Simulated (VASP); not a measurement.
Input of a VASP 6.6.1 run:

Contents of INCAR:

```
  PREC = Accurate
  ENCUT = 520
  EDIFF = 1E-6
  ISMEAR = 0
  SIGMA = 0.05
  LREAL = False
  LASPH = True
  NELM = 60
  ALGO = Normal
  ISIF = 2
  LWAVE = False
  LCHARG = False
  GGA = B5
  ALDAX = 1.0
  AGGAX = 1.0
  AGGAC = 1.0
  ALDAC = 0.0
  IVDW = 12
  VDW_S6 = 1.0
  VDW_S8 = 2.6996
  VDW_A1 = 0.4298
  VDW_A2 = 4.2359
  NBANDS = 16
```

The input KPOINTS:

```
Automatic mesh
0
Gamma
  8 8 8
```

Contents of POSCAR:

```
InP
1.0
    0.0000000000      2.9407545485      2.9407545485
    2.9407545485      0.0000000000      2.9407545485
    2.9407545485      2.9407545485      0.0000000000
In P
1 1
Direct
    0.0000000000      0.0000000000      0.0000000000
    0.7500000000      0.7500000000      0.7500000000
```

Potentials or basis: VASP PAW PBE potentials, release 64 (In_d, P).

Command:

```sh
$ cat potpaw_PBE.64/In_d/POTCAR potpaw_PBE.64/P/POTCAR > POTCAR
$ mpirun -np 1 vasp_std > vasp.out
```

Q: Estimate the pressure.

A: 0.9 GPa.

Q: Estimate the dispersion energy per atom.

A: -0.707 eV.

Q: Predict the band gap on the k mesh.

A: 0.57 eV, direct.

Caveat: the PAW data sets were made with another functional, which shifts forces and pressure a little; spin-orbit coupling is left out, which moves the levels of the heavy elements.

**The experiment to reproduce.**

A printed reference work, data compilation reports, for a bulk crystal of InP at 1.6 K: band gap 1.4236 eV (direct).

Against the measured gap of InP, 1.4236 eV (direct; 1.6 K; a printed reference work, data compilation), the calculated 0.57 eV is off by -0.86 eV. Spin-orbit coupling on In is left out. The value is that of BLYP+D3(BJ), without temperature or zero-point motion. Semilocal functionals fall short of measured gaps as a rule.
